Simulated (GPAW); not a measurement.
CaO:

```
Ca O
1.0
     0.00000    2.40356    2.40356
     2.40356    0.00000    2.40356
     2.40356    2.40356    0.00000
Ca O
1 1
Direct
  0.00000 0.00000 0.00000
  0.50000 0.50000 0.50000
```

The cell is a database's computed one.

Base run:

| Quantity | Value |
| --- | --- |
| Program | GPAW 26.7.0 |
| Functional | LDA |
| Potentials or basis | the program's PAW data sets (release 1.2.1) made for this functional |
| Cutoff | 800 eV |
| Basis | pw |
| k mesh | 10 × 10 × 10 |
| Occupations | fermi-dirac, width 0.05 eV |
| Spin | no spin polarisation |

Its results: band gap on the k mesh 3.52 eV, indirect (least direct gap 3.90 eV); pressure -6.3 GPa.

**Question.** The run is repeated on the same cell with these changes: functional from LDA to revPBE. What comes out?

**Answer.** Band gap on the k mesh 3.77 eV, indirect (least direct gap 4.15 eV); pressure 5.0 GPa.

revPBE binds less tightly than LDA, so the same cell stands under more pressure.
